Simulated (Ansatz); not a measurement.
**How an unstable Be2H3 structure lowers its energy**

Level of theory: Ansatz 0.2.0, DFT PBE, scalar-relativistic, plane waves, PAW. Settings: cutoff 420 eV, Γ-centred meshes no coarser than 0.19 Å⁻¹ for metals and 0.3 Å⁻¹ for insulators (2π included), Gaussian smearing.

The start was the A-type sesquioxide type (P-3m1, No. 164), relaxed within its symmetry. A cell of 5 atoms (1 times the primitive one) was then disturbed at random, relaxed without symmetry and relaxed once more on a fine mesh. The k mesh leaves about 4 meV/atom of noise in metals. Weakly bound directions are ill-defined at this level, which has no dispersion term.

Before:

```
Be H
1.0
     2.47473    0.00000    0.00000
    -1.23736    2.14318    0.00000
     0.00000    0.00000    5.68529
Be H
2 3
Direct
  0.33333 0.66667 0.19257
  0.66667 0.33333 0.80743
  0.00000 0.00000 0.00000
  0.33333 0.66667 0.68185
  0.66667 0.33333 0.31815
```

After:

Space group Pm (No. 6). a = 2.251 Å, b = 3.160 Å, c = 6.535 Å, α = 90.00°, β = 93.35°, γ = 90.00°
```tsv
atom	site	symmetry	x	y	z
Be	1b	m	0.0192	0.5000	0.1131
Be	1a	m	0.9746	0.0000	0.8506
H	1a	m	0.0111	0.0000	0.0652
H	1a	m	0.4521	0.0000	0.7178
H	1b	m	0.5430	0.5000	0.2533
```

Task: Is this a distortion of the same structure or a reconstruction, and what lowers the energy?

Result: A reconstruction, from P-3m1 (No. 164) to Pm (No. 6). Each Be has on average 4 Be contacts in place of 9, shorter on average (2.52 → 2.29 Å); Be–H bonds form, at 1.40 Å where the closest pair was 1.60 Å apart.

Task: What does it gain?

Result: 282 meV/atom, with the volume going from 6.03 to 9.28 Å³/atom. Against the elements the energy goes from 0.40 to 0.12 eV/atom, so the compound stays hypothetical.

Cost: 4 runs of about 4.5 core-minutes in all, on Intel Xeon 6975P-C (Granite Rapids) (shared hosts).